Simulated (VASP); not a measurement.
Input of a VASP 6.6.1 run:

File POSCAR:

```
MgSe                                    
1.0
   -0.0000000000      2.7242043820      2.7242043820
    2.7242043820     -0.0000000000      2.7242043820
    2.7242043820      2.7242043820      0.0000000000
  Mg              Se            
     1     1
Direct
     0.0000000000000000    0.0000000000000000    0.0000000000000000
     0.5000000000000000    0.5000000000000000    0.5000000000000000
```

File INCAR.step1:

```
SYSTEM = MgSe
ALGO     = Fast           ! electronic algorithm
EDIFF    = 1E-7           ! SCF threshold, eV
ENCUT    = 520            ! plane-wave cutoff, eV
GGA      = PS             ! functional
ISIF     = 2              ! what is computed and relaxed
ISMEAR   = 0              ! smearing method
LASPH    = .TRUE.         ! aspherical terms in the spheres
LCHARG   = .TRUE.         ! write CHGCAR
LREAL    = .FALSE.        ! projectors in reciprocal space
LWAVE    = .FALSE.        ! write WAVECAR
NELM     = 60             ! most SCF steps
PREC     = Accurate       ! precision mode
SIGMA    = 0.02           ! smearing width, eV
```

Contents of KPOINTS.step1:

```
k-points
0
G
  8 8 8
  0 0 0
```

Contents of INCAR.step2:

```
SYSTEM = MgSe
ALGO     = Fast           ! electronic algorithm
EDIFF    = 1E-7           ! SCF threshold, eV
ENCUT    = 520            ! plane-wave cutoff, eV
GGA      = PS             ! functional
ICHARG   = 11             ! starting density
ISIF     = 2              ! what is computed and relaxed
ISMEAR   = 0              ! smearing method
LASPH    = .TRUE.         ! aspherical terms in the spheres
LCHARG   = .FALSE.        ! write CHGCAR
LREAL    = .FALSE.        ! projectors in reciprocal space
LWAVE    = .FALSE.        ! write WAVECAR
NELM     = 60             ! most SCF steps
PREC     = Accurate       ! precision mode
SIGMA    = 0.05           ! smearing width, eV
```

The input KPOINTS.step2:

```
path GXWKGLUWLK,UX
15
line-mode
reciprocal
 0.0000000000  0.0000000000  0.0000000000  G
 0.5000000000  0.0000000000  0.5000000000  X

 0.5000000000  0.0000000000  0.5000000000  X
 0.5000000000  0.2500000000  0.7500000000  W

 0.5000000000  0.2500000000  0.7500000000  W
 0.3750000000  0.3750000000  0.7500000000  K

 0.3750000000  0.3750000000  0.7500000000  K
 0.0000000000  0.0000000000  0.0000000000  G

 0.0000000000  0.0000000000  0.0000000000  G
 0.5000000000  0.5000000000  0.5000000000  L

 0.5000000000  0.5000000000  0.5000000000  L
 0.6250000000  0.2500000000  0.6250000000  U

 0.6250000000  0.2500000000  0.6250000000  U
 0.5000000000  0.2500000000  0.7500000000  W

 0.5000000000  0.2500000000  0.7500000000  W
 0.5000000000  0.5000000000  0.5000000000  L

 0.5000000000  0.5000000000  0.5000000000  L
 0.3750000000  0.3750000000  0.7500000000  K

 0.6250000000  0.2500000000  0.6250000000  U
 0.5000000000  0.0000000000  0.5000000000  X
```

Potentials or basis: VASP PAW PBE potentials, release 64 (Mg, Se).

Run with:

```sh
$ cat potpaw_PBE.64/Mg/POTCAR potpaw_PBE.64/Se/POTCAR > POTCAR
$ cp INCAR.step1 INCAR
$ cp KPOINTS.step1 KPOINTS
$ mpirun -np 1 vasp_std > vasp.out
$ cp INCAR.step2 INCAR
$ cp KPOINTS.step2 KPOINTS
$ mpirun -np 1 vasp_std > vasp.out
```

Task: Predict the band gap along the path.

Result: 1.76 eV, indirect (least direct gap 2.51 eV).

Task: What does it give for the band gap on the k mesh?

Result: 1.76 eV, indirect (least direct gap 2.51 eV).

Levels at the corners of the path, in eV from the valence-band top:
```csv
point,band 2,band 3,band 4,band 5,band 6,band 7
Γ,0.00,0.00,0.00,2.51,7.33,7.33
X,-4.32,-1.81,-1.81,1.76,3.83,11.66
X,-4.32,-1.81,-1.81,1.76,3.83,11.66
W,-3.37,-3.37,-2.58,4.53,6.92,7.48
W,-3.37,-3.37,-2.58,4.53,6.92,7.48
K,-3.83,-3.38,-1.46,2.99,6.20,8.90
K,-3.83,-3.38,-1.46,2.99,6.20,8.90
Γ,0.00,0.00,0.00,2.51,7.33,7.33
Γ,0.00,0.00,0.00,2.51,7.33,7.33
L,-5.00,-0.59,-0.59,3.71,6.04,6.04
L,-5.00,-0.59,-0.59,3.71,6.04,6.04
U,-3.83,-3.38,-1.46,2.99,6.20,8.90
U,-3.83,-3.38,-1.46,2.99,6.20,8.90
W,-3.37,-3.37,-2.58,4.53,6.92,7.48
W,-3.37,-3.37,-2.58,4.53,6.92,7.48
L,-5.00,-0.59,-0.59,3.71,6.04,6.04
L,-5.00,-0.59,-0.59,3.71,6.04,6.04
K,-3.83,-3.38,-1.46,2.99,6.20,8.90
U,-3.83,-3.38,-1.46,2.99,6.20,8.90
X,-4.32,-1.81,-1.81,1.76,3.83,11.65
```

Caveat: the log is that of the step along the path at fixed density, whose energy, stress, charges and moments have no meaning. A hybrid or GW would open this gap; PBEsol tends to underestimate it.
